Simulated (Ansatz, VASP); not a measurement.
# Al in VASP and in Ansatz

Contents of INCAR:

```
SYSTEM = Al
ALGO = Fast ; EDIFF = 1E-7
ENCUT = 520 ; GGA = PE
ISIF = 2 ; ISMEAR = 0
IVDW = 12 ; LASPH = .TRUE.
LCHARG = .FALSE. ; LREAL = .FALSE.
LWAVE = .FALSE. ; NBANDS = 8
NELM = 100 ; PREC = Accurate
SIGMA = 0.15
```

The input KPOINTS:

```
k-points
0
G
  26 26 26
  0 0 0
```

Contents of POSCAR:

```
Al
1.0
    0.0000000000      1.9913628292      2.1656070768
    1.9913628292      0.0000000000      2.1656070768
    1.9913628292      1.9913628292      0.0000000000
Al
1
Direct
    0.0000000000      0.0000000000      0.0000000000
```

Input for Ansatz:

```yaml
crystal:
  lattice:
    - [0.0, 1.9913628292, 2.1656070768]
    - [1.9913628292, 0.0, 2.1656070768]
    - [1.9913628292, 1.9913628292, 0.0]
  atoms:
    - { symbol: Al, position: [0.0, 0.0, 0.0] }
basis:
  ecutwfc: 420
kpoints:
  mp_grid: { grid: [26, 26, 26] }
hamiltonian:
  xc: pbe
  dispersion: d3bj
scf:
  occupations: { method: gaussian, width: 0.15 }
output:
  forces: true
  stress: true
  eigenvalues: true
```

Change from the starting cell: strain +0.0875 x Voigt [0, 0, 1, 0, 0, 0], atoms carried along.

Alike in both runs: task single point; functional PBE; dispersion D3(BJ); k mesh 26 × 26 × 26; occupations gaussian, width 0.15 eV; no spin polarisation.

|  | VASP | Ansatz |
| --- | --- | --- |
| version | VASP 6.6.1 | Ansatz 0.2.0 |
| potentials or method | VASP PAW PBE potentials, release 64 (Al) | scalar-relativistic, plane waves, PAW |
| plane-wave cutoff (eV) | 520 | 420 |
| valence electrons in the cell | 3 | 3 |

VASP gave:

| Item | Value |
| --- | --- |
| gap on the k mesh at the Fermi level (eV) | none |
| pressure (GPa) | -5.6 |
| largest component of the traceless stress (GPa) | 2.54 |

Problem. Estimate Ansatz's values.

Solution. gap on the k mesh at the Fermi level (eV): none; pressure (GPa): -5.6; largest component of the traceless stress (GPa): 2.55.

A gap of «none» marks a metal or a gap that the smearing closes.

Caveats: pairwise dispersion overbinds metals, which lowers pressure and volume.
